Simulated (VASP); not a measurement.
The system is MgO (Periclase).

```
Mg O
1.0
     0.00000    4.21700    4.21700
     4.21700    0.00000    4.21700
     4.21700    4.21700    0.00000
Mg O
8 8
Cartesian
  0.0000 0.0000 0.0000
  2.1085 2.1085 0.0000
  2.1085 0.0000 2.1085
  4.2170 2.1085 2.1085
  0.0000 2.1085 2.1085
  2.1085 4.2170 2.1085
  2.1085 2.1085 4.2170
  4.2170 4.2170 4.2170
  2.1085 2.1085 2.1085
  4.2170 4.2170 2.1085
  4.2170 2.1085 4.2170
  6.3255 4.2170 4.2170
  2.1085 4.2170 4.2170
  4.2170 6.3255 4.2170
  4.2170 4.2170 6.3255
  6.3255 6.3255 6.3255
```

```yaml
Program: VASP 6.6.1
Task: phonon dispersion
Functional: PBEsol
Potentials_or_basis: VASP PAW PBE potentials, release 64 (Mg, O)
Cutoff: 520 eV
k_mesh: 3 × 3 × 3
Occupations: gaussian, width 0.03 eV
Spin: no spin polarisation
Long-range_dipole_term: yes
Supercell_matrix: "[2, 0, 0, 0, 2, 0, 0, 0, 2]"
Further_INCAR_settings: LREAL = Auto; ALGO = Normal; EDIFF = 1e-07; IBRION = 6; POTIM = 0.015; NSW = 1
```

Question: Is this structure dynamically stable at this level, and how far does the spectrum reach?

Answer: Yes, as far as this q mesh shows: no mode on the path is imaginary. The highest frequency is 693 cm⁻¹.

Phonon frequencies at the corners of the path (cm⁻¹, interpolated; i marks imaginary ones):
| point | frequencies |
| --- | --- |
| Γ | 0 0 0 386 386 693 |
| X | 284 284 415 434 434 534 |
| W | 338 370 370 419 473 473 |
| K | 273 387 396 409 461 495 |
| L | 270 270 349 349 540 554 |
| U | 273 387 396 409 461 495 |

A q mesh this small can miss soft modes between its points.

Caveat: the k mesh is coarse (spacing up to 0.43 Å⁻¹), so the values aren't converged.
